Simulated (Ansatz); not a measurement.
# Cu (P6_3/mmc) in Ansatz: a series of runs, part 2 of 2

Ansatz 0.2.0.

## (3) Relaxation of cell and atoms, PBE

The input, input.yaml:

```yaml
crystal:
  lattice:
    - [2.5307640267, 0.0, 0.0]
    - [-1.2653820134, 2.1917059381, 0.0]
    - [0.0, 0.0, 8.26181508]
  atoms:
    - { symbol: Cu, position: [0.6666666667, 0.3333333333, 0.75] }
    - { symbol: Cu, position: [0.0, 0.0, 0.5] }
    - { symbol: Cu, position: [0.3333333333, 0.6666666667, 0.25] }
    - { symbol: Cu, position: [0.0, 0.0, 0.0] }
hamiltonian:
  xc: pbe
  pseudopotentials: { kind: paw }
kpoints:
  mp_grid: { grid: [12, 12, 4] }
scf:
  occupations: { method: fermi_dirac, width: 0.05 }
output:
  forces: true
  stress: true
  eigenvalues: true
relax:
  f_tol: 0.01
  max_steps: 40
  cell: { stress_tol: 0.05 }
```

Potentials or basis: Ansatz PAW.

Started as:

```console
$ ansatz run input.yaml --threads 2 --pin off --max-ram 5632MiB --backend cpu --events-out ev --progress --plain --runs-dir out
```

Standard output:

```text
Warning: RAYON_NUM_THREADS=2 ignored (pool sized by the plan → 2); use --threads N
Engine: ansatz 0.2.0, aarch64-unknown-linux-gnu
Pseudopotentials: kind: paw
Pseudopotential: Cu, paw, valence charge 19, recommended cutoff 420 eV (normal), Cu.paw.azcp
Functional definition: PBE
  parameter kappa = 0.804
  parameter beta = 0.06672455060314922
  exchange = pbe_x(kappa = kappa, mu = beta*pi^2/3)
  correlation = pbe_c(beta = beta)
Crystal: 4 atoms, lattice volume = 45.826 Å³
Basis set: ecut = 420 eV, 909 PW (Γ), exchange–correlation on 36×36×120 points (8 copies of the dense FFT grid, shifted against one another)
Bands: 46, of which v1, the nominal top of the filled ones, is band 38 counted from 1 (37 counted from 0)
Symmetry: 24 space group operations
Space group: P63/mmc (ITA 194), of the structure as read, at distance tolerance 3.6e-5 Å
k-points: 57 of 576
Non-local potential: Cu, projectors of the file, l = 0: 3, l = 1: 2, l = 2: 3, l = 3: 1
PAW form: soft (Blöchl's): semilocal exchange-correlation on the pseudo side does not see the compensation charge
PAW one-centre angular grid: Cu, 590 points (default); XC on 64 Gauss nodes
Initial density: superposition of atomic densities (neutral atoms: chi_scale 0, normalization atom), corrected by the library's trained network
Initial wavefunctions: pseudopotential atomic-orbital guess
Functional: x = pbe(κ = 0.804, μ = 0.2195149727645171), c = pbe(β = 0.06672455060314922)
SCF iter   1: F=—  HF=-26500.633372 eV  |F-HF|=—  |Δ(HF+E_count)|=         —  Δρ=1.81e-3  dr2=1.36e-3  ethr=1.77e-3  ⟨swp⟩=5.5  Hψ=8417  notcnv=0  defer=65
preconditioner: auto → Kerker (q_TF=auto, 2.968 Å⁻¹)  [metal: Δε(μ)=0.125 eV  Ē_g=11.115 eV  σ=0.050 eV  W_gap=0.50  n_scr=24 (ndim 8)  ℏωp=36.4 eV  f_vac=0.000  D(μ)=1.66/eV (n_scr^D=6)]
SCF iter   2: F=—  HF=-26500.633766 eV  |F-HF|=—  |Δ(HF+E_count)|=   3.94e-4  Δρ=8.65e-4  dr2=4.01e-4  ethr=1.79e-6  ⟨swp⟩=2.2  Hψ=4774  notcnv=0  defer=82
SCF iter   3: F=—  HF=-26500.633809 eV  |F-HF|=—  |Δ(HF+E_count)|=   4.30e-5  Δρ=5.68e-4  dr2=2.00e-4  ethr=5.28e-7  ⟨swp⟩=2.5  Hψ=3786  notcnv=0  defer=82
SCF iter   4: F=—  HF=-26500.633782 eV  |F-HF|=—  |Δ(HF+E_count)|=   2.69e-5  Δρ=1.19e-4  dr2=1.53e-5  ethr=2.63e-7  ⟨swp⟩=1.6  Hψ=2726  notcnv=0  defer=82
SCF iter   5: F=—  HF=-26500.633790 eV  |F-HF|=—  |Δ(HF+E_count)|=   7.54e-6  Δρ=9.40e-5  dr2=2.84e-6  ethr=2.02e-8  ⟨swp⟩=2.1  Hψ=3621  notcnv=0  defer=82
SCF iter   6: F=—  HF=-26500.633789 eV  |F-HF|=—  |Δ(HF+E_count)|=   8.06e-7  Δρ=3.71e-5  dr2=3.63e-7  ethr=3.74e-9  ⟨swp⟩=2.1  Hψ=3770  notcnv=0  defer=82
SCF iter   7: F=-26500.633789 eV  HF=-26500.633789 eV  |F-HF|=2.22e-8  |Δ(HF+E_count)|=   2.15e-8  Δρ=7.43e-6  dr2=3.89e-8  ethr=1.32e-10  ⟨swp⟩=7.5  Hψ=11334  notcnv=0
SCF 1 converged in 7 iterations: F = -26500.633789 eV  dr2 = 3.89e-8
relax step   1: F+E_penalty+E_count = -26500.63378919 eV  Δ(F+E_penalty+E_count) = +0.000e0 eV  max|allowed force component| = 1.388e-17 eV/Å  Δτ_max = 0.0000 Å  P = +6.851 GPa  Ω = 45.826 Å³  (7 SCF iters, dr2 threshold 1.00e-7 eV, accepted)
Crystal: 4 atoms, lattice volume = 46.811 Å³
Basis set: ecut = 420 eV, 921 PW (Γ), exchange–correlation on 36×36×120 points (8 copies of the dense FFT grid, shifted against one another)
[... 86 lines left out ...]
iter 7 did not close the SCF: its close was put off for the readings that it lacked (scf_convergence_deferred on its scf_iter line)
SCF iter   7: F=-26500.675950 eV  HF=-26500.675950 eV  |F-HF|=3.64e-12  |Δ(HF+E_count)|=  7.28e-12  Δρ=5.75e-9  dr2=6.82e-15  ethr=1.00e-12  ⟨swp⟩=1.0  Hψ=2622  notcnv=0
SCF iter   8: F=-26500.675950 eV  HF=-26500.675950 eV  |F-HF|=3.64e-12  |Δ(HF+E_count)|=    0.00e0  Δρ=8.76e-10  dr2=2.78e-16  ethr=1.00e-12  ⟨swp⟩=1.2  Hψ=5691  notcnv=0
SCF 8 converged in 8 iterations: F = -26500.675950 eV  dr2 = 2.78e-16
relax step   8: F+E_penalty+E_count = -26500.67595008 eV  Δ(F+E_penalty+E_count) = +3.061e-5 eV  max|allowed force component| = 2.313e-17 eV/Å  Δτ_max = 0.0000 Å  P = +0.001 GPa  Ω = 47.880 Å³  stress off target by 2.01e-3 GPa  SCF on the basis re-selected at this cell (its energy is not comparable with the rows above)  (8 SCF iters)
basis re-selected at this cell: Δ(F+E_penalty+E_count) = +3.061e-5 eV, ΔP = +0.002 GPa vs the last step (what re-selecting the basis moved, of the pressure what is left beyond the Pulay correction that the steps carried, after the strain that the cell walked since its last selection, with what the two solves' SCF thresholds leave and, on support functions, any second-order correction that the steps lacked; it is no measure of the basis error at this ecutwfc). This SCF's stress stands 2.01e-3 GPa from its target on what of the cell is left free (relax.cell.stress_tol is 5.00e-2 GPa) and its largest allowed force component is 2.31e-17 eV/Å (relax.f_tol is 1.00e-2 eV/Å): within both
SCF converged after 8 iterations
Free energy (F): -26500.675950 eV
Harris-Foulkes:  -26500.675950 eV  (|F-HF|=3.64e-12)
Internal energy: -26500.663011 eV  (E = F + TS)
E sigma→0 (E₀):  -26500.669480 eV
Entropy (-TS):   -0.012939 eV (-3.235 meV/atom)
Fermi energy:    16.399055 eV
--- Per-component energies (eV) ---
  E_band       = -1456.095342
  E_kinetic    = 1199.176836
  E_local      = -16301.211157  (includes V_loc(G=0)·N_el)
  E_nonlocal   = 1559.806559
  E_hartree    = 7178.134647
  E_xc         = -357.884255
  E_vxc        = -461.817988  (∫ρ·V_xc dr)
  E_paw        = -6652.024517  (= ΣΔE_a)
  E_vpaw       = -1808.319899  (= ΣTr[D̂ρ^β])
  E_aug_tail   = 0.001014  (compensation charges beyond the density's cutoff)
  E_ewald      = -13126.662138
  E_smearing   = -0.012939  (= −TS)
  E_closure    = -0.000000  (closes the sum)
  Σ components = -26500.675950   (vs F -26500.675950, Δ=0.00e0)
--- Forces (eV/Å), atoms counted from 1 ---
  atom   1  Cu     0.00000000    -0.00000000     0.00000000
  atom   2  Cu     0.00000000    -0.00000000     0.00000000
  atom   3  Cu    -0.00000000     0.00000000     0.00000000
  atom   4  Cu     0.00000000     0.00000000    -0.00000000
  max |Σ_I F_I| component: 2.31e-18 eV/Å
--- Stress (GPa, compression-positive) ---
        0.000823       0.000000       0.000000
        0.000000       0.000823      -0.000000
        0.000000      -0.000000       0.002011
  P = ⅓ Tr σ = 0.0012 GPa (0.012 kbar)
--- Band table (eV; the first three rows and the last of 57) ---
  k-point 0: bands = ["-96.0619", "-96.0598", "-96.0424", "-96.0402", "-53.4804", "-53.4357", "-53.4210", "-53.3913", "-53.3913", "-53.3884", "-53.3884", "-53.3761", "-53.3696", "-53.3696", "-53.3667", "-53.3667", "7.1728", "9.2868", "9.3004", "11.4755", "13.2795", "13.2813", "13.4977", "13.4977", "13.4982", "13.4982", "13.5323", "13.6923", "13.6923", "13.7114", "13.7114", "14.1754", "14.1754", "14.4216", "14.4216", "14.5801", "14.5801", "14.8662", "14.8662", "15.5081", "20.2260", "28.8922", "28.8935", "37.5081", "37.9120", "37.9120"]
  k-point 1: bands = ["-96.0617", "-96.0602", "-96.0420", "-96.0405", "-53.4765", "-53.4494", "-53.4073", "-53.3909", "-53.3909", "-53.3889", "-53.3889", "-53.3800", "-53.3691", "-53.3691", "-53.3671", "-53.3671", "7.3148", "8.4118", "10.2529", "11.3859", "13.3310", "13.3997", "13.5031", "13.5169", "13.5169", "13.5205", "13.5205", "13.6601", "13.6601", "13.6784", "13.6784", "14.2146", "14.2146", "14.3781", "14.3781", "14.6405", "14.6405", "14.8337", "14.8337", "14.8833", "21.2140", "25.9829", "32.0045", "37.5890", "37.9117", "38.0220"]
  k-point 2: bands = ["-96.0609", "-96.0609", "-96.0412", "-96.0412", "-53.4655", "-53.4655", "-53.3910", "-53.3910", "-53.3899", "-53.3899", "-53.3899", "-53.3899", "-53.3681", "-53.3681", "-53.3681", "-53.3681", "7.7350", "7.7350", "11.0192", "11.0192", "13.4257", "13.4257", "13.5531", "13.5531", "13.5531", "13.5531", "13.6239", "13.6239", "13.6239", "13.6239", "13.9209", "13.9209", "14.2972", "14.2972", "14.2972", "14.2972", "14.7472", "14.7472", "14.7472", "14.7472", "23.3578", "23.3578", "35.2388", "35.2388", "37.8197", "37.8197"]
  k-point 56: bands = ["-96.0504", "-96.0504", "-96.0330", "-96.0330", "-53.4551", "-53.4551", "-53.4450", "-53.4450", "-53.4420", "-53.4420", "-53.4213", "-53.4213", "-53.4037", "-53.4037", "-53.3995", "-53.3995", "12.4797", "12.4797", "12.5651", "12.5651", "12.6305", "12.6305", "12.7574", "12.7574", "13.2989", "13.2989", "13.3287", "13.3287", "14.0570", "14.0570", "14.3498", "14.3498", "14.7685", "14.7685", "14.8603", "14.8603", "19.7848", "19.7848", "20.0416", "20.0416", "20.4880", "20.4880", "23.6007", "23.6007", "24.7026", "24.7026"]
--- Relaxed structure (6 steps of the walk, 6 accepted, 2 SCFs on fresh bases) ---
  F+E_penalty+E_count = -26500.67595008 eV   max|allowed force component| = 2.313e-17 eV/Å   (the final SCF, on the basis selected at the relaxed cell)
  cell:  # Å, volume = 47.8798 Å³
    - [2.571356691542669, 2.933046658924109e-11, 0.0]
    - [-1.2856783457967356, 2.2268602170523932, 0.0]
    - [0.0, 0.0, 8.361750765468127]
  atoms:
    - { symbol: Cu, position: [0.6666666666666667, 0.33333333333333326, 0.75] }
    - { symbol: Cu, position: [2.201611565617654e-35, 2.357025069182147e-35, 0.49999999999999994] }
    - { symbol: Cu, position: [0.3333333333333332, 0.6666666666666666, 0.24999999999999997] }
    - { symbol: Cu, position: [1.1272275197498756e-35, 1.258605619466833e-35, 3.108162755582172e-35] }
```

Run time: 29 s. Hardware: 2 threads of Arm Neoverse V2, shared host; peak memory 0.39 GiB.

Results:

- Free energy: -26500.6760 eV
- Relaxed volume: 11.97 Å³/atom
- Relaxed cell: a = 2.571 Å, b = 2.571 Å, c = 8.362 Å, α = 90.00°, β = 90.00°, γ = 120.00°
- Space group after relaxing (to 0.05 Å): P6_3/mmc (No. 194)
- Energy gained by relaxing: 10.5 meV/atom
- Ionic steps: 8
- Pressure after relaxing: 0.0 GPa
- Band gap on the k mesh: none (metal or under the smearing width)

Step by step:
```
step  energy change (eV)  largest force (eV/Å)  volume (Å³)
   1              0.0000                0.0000        45.83
   2             -0.0304                0.0000        46.81
   3             -0.0407                0.0000        47.80
   4             -0.0408                0.0000        47.89
   5             -0.0408                0.0000        47.90
   6             -0.0422                0.0000        47.90
   7             -0.0422                0.0000        47.88
   8             -0.0422                0.0000        47.88
```

Final structure:
```
CELL_PARAMETERS angstrom
2.57136 0.00000 0.00000
-1.28568 2.22686 0.00000
0.00000 0.00000 8.36175
ATOMIC_POSITIONS crystal
Cu 0.66667 0.33333 0.75000
Cu 0.00000 0.00000 0.50000
Cu 0.33333 0.66667 0.25000
Cu 0.00000 0.00000 0.00000
```

Caveat: the plane-wave basis is chosen anew once the cell has moved, so the energies of steps on either side of that aren't comparable.
